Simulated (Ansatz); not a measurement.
# Ag: strong compression

The task here is to estimate one member of a computed series from the others.

Computed with Ansatz 0.2.0 (DFT, PBE, PAW with Ansatz's default frozen-core files, scalar-relativistic, unless a step's input says otherwise).

**The starting structure**

Symmetry: P6_3/mmc, No. 194, hexagonal system. The conventional cell has a = 2.940 Å, b = 2.940 Å, c = 4.763 Å, α = 90.00°, β = 90.00°, γ = 120.00°. Around Ag (site symmetry -6m2) lie 12 Ag at 2.92 to 2.94 Å.

Structure file:

```xyz
2
Lattice="2.9401 0.0000 0.0000 -1.4701 2.5462 0.0000 0.0000 0.0000 4.7630" Properties=species:S:1:pos:R:3 pbc="T T T"
Ag    0.0000    1.6975    1.1907
Ag    1.4701    0.8487    3.5722
```

Whether this phase is the stable one at these pressures isn't tested.

Atoms are numbered in the order of the input: Ag1, Ag2.

The first run:

input.yaml reads:

```yaml
crystal:
  lattice:
    - [2.9401015088, 0.0, 0.0]
    - [-1.4700507544, 2.5462025963, 0.0]
    - [0.0, 0.0, 4.7629644442]
  atoms:
    - { symbol: Ag, position: [0.3333333333, 0.6666666667, 0.25] }
    - { symbol: Ag, position: [0.6666666667, 0.3333333333, 0.75] }
kpoints:
  mp_grid: { grid: [15, 15, 8] }
scf:
  occupations: { method: fermi_dirac, width: 0.05 }
hamiltonian:
  xc: pbe
  pseudopotentials: { kind: paw }
output:
  forces: true
  stress: true
relax:
  f_tol: 0.005
  max_steps: 40
  cell: {}
```

Command:

```sh
$ ansatz run input.yaml --threads 1 --pin off --max-ram 2048MiB --backend cpu --events-out ev --progress --plain --runs-dir out
```

Steps of the session up to this table: Cell relaxed at zero pressure, PAW; Volume scaled by 1, PAW; Shape and atoms relaxed at 0.88 of the volume, PAW; Volume scaled by 0.88, PAW; Shape and atoms relaxed at 0.78 of the volume, PAW; Volume scaled by 0.78, PAW; Shape and atoms relaxed at 0.68 of the volume, PAW; Volume scaled by 0.68, PAW; Shape and atoms relaxed at 0.58 of the volume, PAW; Volume scaled by 0.58, PAW; Shape and atoms relaxed at 0.5 of the volume, PAW; Volume scaled by 0.5, PAW; Shape and atoms relaxed at 0.43 of the volume, PAW; Volume scaled by 0.43, PAW; Volume scaled by 0.43, PAW (cutoff 250 eV).

One table of the session follows, with a row left open; its other results are not shown here.

```
             method  volume over the first  volume (Å³/atom)  pressure (GPa)
                PAW                      1            17.855           -0.01
                PAW                   0.88            15.713           16.82
                PAW                   0.78            13.927           46.00
                PAW                   0.68            12.142          104.54
                PAW                   0.58            10.356          228.37
                PAW                    0.5                 ?               ?
                PAW                   0.43             7.678          779.26
PAW (cutoff 250 eV)                   0.43             7.678          781.15
```

**Question.** Estimate the row for PAW, 0.5.

The run gave: volume (Å³/atom): 8.928; pressure (GPa): 432.20. In the column «volume (Å³/atom)» it lies between PAW (cutoff 250 eV), 0.43 (7.678) and PAW, 0.58 (10.356).

To keep in mind: Warnings in the runs' records: cutoff below recommended.
